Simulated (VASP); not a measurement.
Wanted: the native input for a VASP 6.6.1 run.

```yaml
Task: relaxation of the atoms
Functional: PBE
Potentials_or_basis: VASP PAW PBE potentials, release 64 (Cs_sv_GW)
Cutoff: 600 eV
k_mesh: 6 × 6 × 1
Occupations: fermi-dirac, width 0.05 eV
Spin: no spin polarisation
Dipole_correction: yes
Atoms_held_fixed_from_0: "[0]"
Further_INCAR_settings: ALGO = Normal; EDIFF = 1e-07; IBRION = 2; EDIFFG = -0.005; NSW = 60
```

The structure of Cs lies in POSCAR:

```
Cs
1.0
    5.2351235659      0.0000000000      0.0000000000
   -1.7450411886      4.9357218317      0.0000000000
    0.0000000000      0.0000000000     23.5489209845
Cs
3
Selective dynamics
Direct
    0.5000000000      0.5000000000      0.3184859300  F F F
    0.0000000000      0.0000000000      0.5000000000  T T T
    0.5000000000      0.5000000000      0.6815140700  T T T
```

The slab is cut from a database's or a generator's crystal, which needn't be the stable form of the element.

These files were run (other wordings do the same):

INCAR

```
SYSTEM = Cs
PREC = Accurate ; ENCUT = 600
EDIFF = 1E-7 ; ISMEAR = -1
SIGMA = 0.05 ; LREAL = .False.
LASPH = .True. ; NELM = 60
ALGO = Normal ; ISIF = 2
LWAVE = .False. ; LCHARG = .False.
LDIPOL = .True. ; IDIPOL = 3
DIPOL = 0.5 0.5 0.500 ; GGA = PE
IBRION = 2 ; NSW = 60
EDIFFG = -0.005
```

KPOINTS

```
regular mesh
0
Gamma
  6 6 1
  0 0 0
```

Potentials or basis: VASP PAW PBE potentials, release 64 (Cs_sv_GW).

Run with:

```sh
$ cat potpaw_PBE.64/Cs_sv_GW/POTCAR > POTCAR
$ mpirun -np 1 vasp_std > vasp.out
```

It gave:

The energy gained by relaxing is 1.0 meV/atom, the ionic steps are 12 and the band gap on the k mesh is none (metal or under the smearing width).

Wall time 25 min on 1 thread of Intel(R) Xeon(R) Platinum 8488C (Sapphire Rapids), with other jobs on the host, peak memory 0.83 GiB.
